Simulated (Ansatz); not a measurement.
# ZnF2: the cost of one run

Program: Ansatz 0.2.0. Level of theory: DFT PBE, scalar-relativistic, plane waves, PAW. These are calculated values, not measurements.

4 further runs of the same task are left out: 4 set aside as unsound or not needed.

**1. The system as given**

The cell holds 24 atoms (F16SmZn7): a = 6.788 Å, b = 6.788 Å, c = 7.961 Å, α = 115.24°, β = 115.24°, γ = 90.00°.

Coordinates:

```cif
data_structure
_symmetry_space_group_name_H-M 'P 1'
_symmetry_Int_Tables_number 1
_cell_length_a 6.7880
_cell_length_b 6.7880
_cell_length_c 7.9607
_cell_angle_alpha 115.236
_cell_angle_beta 115.236
_cell_angle_gamma 90.000
_cell_volume 292.64
loop_
_atom_site_label
_atom_site_type_symbol
_atom_site_fract_x
_atom_site_fract_y
_atom_site_fract_z
_atom_site_occupancy
Sm1 Sm 0.62500 0.12500 0.25000 1
Zn1 Zn 0.87500 0.37500 0.75000 1
Zn2 Zn 0.12500 0.62500 0.25000 1
Zn3 Zn 0.37500 0.87500 0.75000 1
Zn4 Zn 0.00000 0.00000 0.00000 1
Zn5 Zn 0.25000 0.25000 0.50000 1
Zn6 Zn 0.50000 0.50000 0.00000 1
Zn7 Zn 0.75000 0.75000 0.50000 1
F1 F 0.69562 0.00000 0.00000 1
F2 F 0.94562 0.25000 0.50000 1
F3 F 0.19562 0.50000 0.00000 1
F4 F 0.44562 0.75000 0.50000 1
F5 F 0.62500 0.82062 0.25000 1
F6 F 0.87500 0.07062 0.75000 1
F7 F 0.12500 0.32062 0.25000 1
F8 F 0.37500 0.57062 0.75000 1
F9 F 0.30438 0.00000 0.00000 1
F10 F 0.55438 0.25000 0.50000 1
F11 F 0.80438 0.50000 0.00000 1
F12 F 0.05438 0.75000 0.50000 1
F13 F 0.62500 0.42938 0.25000 1
F14 F 0.87500 0.67938 0.75000 1
F15 F 0.12500 0.92938 0.25000 1
F16 F 0.37500 0.17938 0.75000 1
```

The host was relaxed before at PBE: a = 4.800 Å, b = 4.800 Å, c = 3.175 Å, α = 90.00°, β = 90.00°, γ = 90.00° (conventional cell), 12.193 Å³/atom.

Places, in fractions of the supercell: Sm in place of Zn at (0.625, 0.125, 0.250). The start keeps the symmetry of the ideal site.

**2. Band edges of the host over the zone**

Contents of input.yaml:

```yaml
crystal:
  lattice:
    - [4.7998654192, 0.0, 0.0]
    - [0.0, 4.7998654192, 0.0]
    - [0.0, 0.0, 3.1754770448]
  atoms:
    - { symbol: Zn, position: [0.5, 0.5, 0.5] }
    - { symbol: Zn, position: [0.0, 0.0, 0.0] }
    - { symbol: F, position: [0.6956244786, 0.6956244786, 0.0] }
    - { symbol: F, position: [0.8043755214, 0.1956244786, 0.5] }
    - { symbol: F, position: [0.3043755214, 0.3043755214, 0.0] }
    - { symbol: F, position: [0.1956244786, 0.8043755214, 0.5] }
basis:
  ecutwfc: 420
  xc_grid: 2
kpoints:
  mp_grid: { grid: [6, 6, 8] }
  band_path: { path: [VBM, CBM], npoints: 2 }
hamiltonian:
  xc: pbe
scf:
  occupations: { method: gaussian, width: 0.02 }
output:
  forces: true
  stress: true
  eigenvalues: true
```

Run with:

```console
$ ansatz run input.yaml --threads 8 --pin off --max-ram 14336MiB --backend cpu --events-out ev --progress --plain --runs-dir out
```

**Question.** How long does this run take on 8 threads of Arm Neoverse V2, shared host, and how much memory does it need?

About 2.6 s, with a peak of 0.46 GiB.
